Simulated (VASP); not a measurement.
Crystal: TiAl.

```xyz
2
Lattice="3.1791 0.0000 0.0000 0.0000 3.1791 0.0000 0.0000 0.0000 3.1791" Properties=species:S:1:pos:R:3 pbc="T T T"
Ti    0.0000    0.0000    0.0000
Al    1.5895    1.5895    1.5895
```

The cell comes from a database or a generator and needn't be the stable form of this composition.

| Property | Result |
| --- | --- |
| Program | VASP 6.6.1 |
| Task | relaxation of cell and atoms |
| Functional | PBEsol |
| Potentials or basis | VASP PAW PBE potentials, release 64 (Ti_sv, Al) |
| Cutoff | 600 eV |
| k mesh | 8 × 8 × 8 |
| Occupations | fermi-dirac, width 0.05 eV |
| Spin | no spin polarisation |

At the start: pressure -2.4 GPa; volume 16.06 Å³/atom.

**Question.** How do energy, volume and symmetry change on relaxing?

**Answer.** Over 3 steps the energy falls by 2.4 meV/atom and the volume is 15.74 Å³/atom (-2.0 %); space group Pm-3m (No. 221, to 0.05 Å).

Step by step:
```csv
step,energy change (eV),largest force (eV/Å),pressure (GPa),volume (Å³)
1,0.0000,0.0000,-2.39,32.13
2,-0.0025,0.0000,1.73,31.03
3,-0.0048,0.0000,0.03,31.48
```

Final structure:
```cif
data_structure
_symmetry_space_group_name_H-M 'P 1'
_symmetry_Int_Tables_number 1
_cell_length_a 3.1575
_cell_length_b 3.1575
_cell_length_c 3.1575
_cell_angle_alpha 90.000
_cell_angle_beta 90.000
_cell_angle_gamma 90.000
_cell_volume 31.48
loop_
_atom_site_label
_atom_site_type_symbol
_atom_site_fract_x
_atom_site_fract_y
_atom_site_fract_z
_atom_site_occupancy
Ti1 Ti 0.00000 0.00000 0.00000 1
Al1 Al 0.50000 0.50000 0.50000 1
```

Caveat: the PAW data sets were made with another functional, which shifts forces and pressure a little.
